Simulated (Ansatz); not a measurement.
# LiNbO3: the cost of one run

Method: DFT PBE, scalar-relativistic, plane waves, PAW, in Ansatz 0.2.0.

## 1. The system as given

It takes space group R3c (No. 161, trigonal). Conventional cell: a = 5.152 Å, b = 5.152 Å, c = 13.869 Å, α = 90.00°, β = 90.00°, γ = 120.00°. Li (site symmetry 3) is surrounded by 6 O at 2.07 to 2.24 Å. Around Nb (site symmetry 3) lie 6 O at 1.88 to 2.13 Å. O (site symmetry 1) has 2 Nb at 1.88 to 2.13 Å and 2 Li at 2.07 to 2.24 Å in its first shell of neighbours.

Structure file:

```cif
data_structure
_symmetry_space_group_name_H-M 'P 1'
_symmetry_Int_Tables_number 1
_cell_length_a 7.5338
_cell_length_b 7.5338
_cell_length_c 7.5338
_cell_angle_alpha 86.283
_cell_angle_beta 86.283
_cell_angle_gamma 86.283
_cell_volume 425.01
loop_
_atom_site_label
_atom_site_type_symbol
_atom_site_fract_x
_atom_site_fract_y
_atom_site_fract_z
_atom_site_occupancy
Li1 Li 0.28150 0.28150 0.28150 1
Li2 Li 0.78150 0.78150 0.28150 1
Li3 Li 0.78150 0.28150 0.78150 1
Li4 Li 0.28150 0.78150 0.78150 1
Li5 Li 0.78150 0.28150 0.28150 1
Li6 Li 0.28150 0.78150 0.28150 1
Li7 Li 0.28150 0.28150 0.78150 1
Li8 Li 0.78150 0.78150 0.78150 1
Nb1 Nb 0.00006 0.00006 0.00006 1
Nb2 Nb 0.50006 0.50006 0.00006 1
Nb3 Nb 0.50006 0.00006 0.50006 1
Nb4 Nb 0.00006 0.50006 0.50006 1
Nb5 Nb 0.50006 0.00006 0.00006 1
Nb6 Nb 0.00006 0.50006 0.00006 1
Nb7 Nb 0.00006 0.00006 0.50006 1
Nb8 Nb 0.50006 0.50006 0.50006 1
O1 O 0.53897 0.41595 0.23533 1
O2 O 0.03898 0.91595 0.23533 1
O3 O 0.03898 0.41595 0.73533 1
O4 O 0.53897 0.91595 0.73533 1
O5 O 0.73533 0.03898 0.41595 1
O6 O 0.23533 0.53897 0.41595 1
O7 O 0.23533 0.03898 0.91595 1
O8 O 0.73533 0.53897 0.91595 1
O9 O 0.91595 0.23533 0.03898 1
O10 O 0.41595 0.73533 0.03898 1
O11 O 0.41595 0.23533 0.53897 1
O12 O 0.91595 0.73533 0.53897 1
O13 O 0.23533 0.41595 0.03898 1
O14 O 0.73533 0.91595 0.03898 1
O15 O 0.73533 0.41595 0.53897 1
O16 O 0.23533 0.91595 0.53897 1
O17 O 0.41595 0.03898 0.23533 1
O18 O 0.91595 0.53897 0.23533 1
O19 O 0.91595 0.03898 0.73533 1
O20 O 0.41595 0.53897 0.73533 1
O21 O 0.03898 0.23533 0.41595 1
O22 O 0.53897 0.73533 0.41595 1
O23 O 0.53897 0.23533 0.91595 1
O24 O 0.03898 0.73533 0.91595 1
```

The runs take a perfect supercell of 40 atoms; the defect goes to fractional position (0.539, 0.416, 0.235).

## 2. The perfect supercell

The input, input.yaml:

```yaml
crystal:
  lattice:
    - [-5.1516, -2.974278, 4.623]
    - [5.1516, -2.974278, 4.623]
    - [0.0, 5.948555, 4.623]
  atoms:
    - { symbol: Li, position: [0.2815, 0.2815, 0.2815] }
    - { symbol: Li, position: [0.7815, 0.7815, 0.2815] }
    - { symbol: Li, position: [0.7815, 0.2815, 0.7815] }
    - { symbol: Li, position: [0.2815, 0.7815, 0.7815] }
    - { symbol: Li, position: [0.7815, 0.2815, 0.2815] }
    - { symbol: Li, position: [0.2815, 0.7815, 0.2815] }
    - { symbol: Li, position: [0.2815, 0.2815, 0.7815] }
    - { symbol: Li, position: [0.7815, 0.7815, 0.7815] }
    - { symbol: Nb, position: [5.5e-05, 5.5e-05, 5.5e-05] }
    - { symbol: Nb, position: [0.500055, 0.500055, 5.5e-05] }
    - { symbol: Nb, position: [0.500055, 5.5e-05, 0.500055] }
    - { symbol: Nb, position: [5.5e-05, 0.500055, 0.500055] }
    - { symbol: Nb, position: [0.500055, 5.5e-05, 5.5e-05] }
    - { symbol: Nb, position: [5.5e-05, 0.500055, 5.5e-05] }
    - { symbol: Nb, position: [5.5e-05, 5.5e-05, 0.500055] }
    - { symbol: Nb, position: [0.500055, 0.500055, 0.500055] }
    - { symbol: O, position: [0.538975, 0.41595, 0.235335] }
    - { symbol: O, position: [0.038975, 0.91595, 0.235335] }
    - { symbol: O, position: [0.038975, 0.41595, 0.735335] }
    - { symbol: O, position: [0.538975, 0.91595, 0.735335] }
    - { symbol: O, position: [0.735335, 0.038975, 0.41595] }
    - { symbol: O, position: [0.235335, 0.538975, 0.41595] }
    - { symbol: O, position: [0.235335, 0.038975, 0.91595] }
    - { symbol: O, position: [0.735335, 0.538975, 0.91595] }
    - { symbol: O, position: [0.91595, 0.235335, 0.038975] }
    - { symbol: O, position: [0.41595, 0.735335, 0.038975] }
    - { symbol: O, position: [0.41595, 0.235335, 0.538975] }
    - { symbol: O, position: [0.91595, 0.735335, 0.538975] }
    - { symbol: O, position: [0.235335, 0.41595, 0.038975] }
    - { symbol: O, position: [0.735335, 0.91595, 0.038975] }
    - { symbol: O, position: [0.735335, 0.41595, 0.538975] }
    - { symbol: O, position: [0.235335, 0.91595, 0.538975] }
    - { symbol: O, position: [0.41595, 0.038975, 0.235335] }
    - { symbol: O, position: [0.91595, 0.538975, 0.235335] }
    - { symbol: O, position: [0.91595, 0.038975, 0.735335] }
    - { symbol: O, position: [0.41595, 0.538975, 0.735335] }
    - { symbol: O, position: [0.038975, 0.235335, 0.41595] }
    - { symbol: O, position: [0.538975, 0.735335, 0.41595] }
    - { symbol: O, position: [0.538975, 0.235335, 0.91595] }
    - { symbol: O, position: [0.038975, 0.735335, 0.91595] }
basis:
  ecutwfc: 420
  fft_grid_basis: typed
kpoints:
  mp_grid: { grid: [3, 3, 3] }
hamiltonian:
  xc: pbe
  pseudopotentials: { kind: paw }
scf:
  occupations: { method: gaussian, width: 0.05 }
output:
  forces: true
  stress: false
  eigenvalues: true
  bader: false
  write_density: true
  volumetric_format: npy
```

Started as:

```
$ ansatz run input.yaml --threads 4 --pin off --max-ram 10240MiB --backend cpu --events-out ev --progress --plain --runs-dir out
```

What time and memory should one allow on 4 threads of Arm Neoverse V1, shared host?

About 12 s, with a peak of 1.6 GiB.
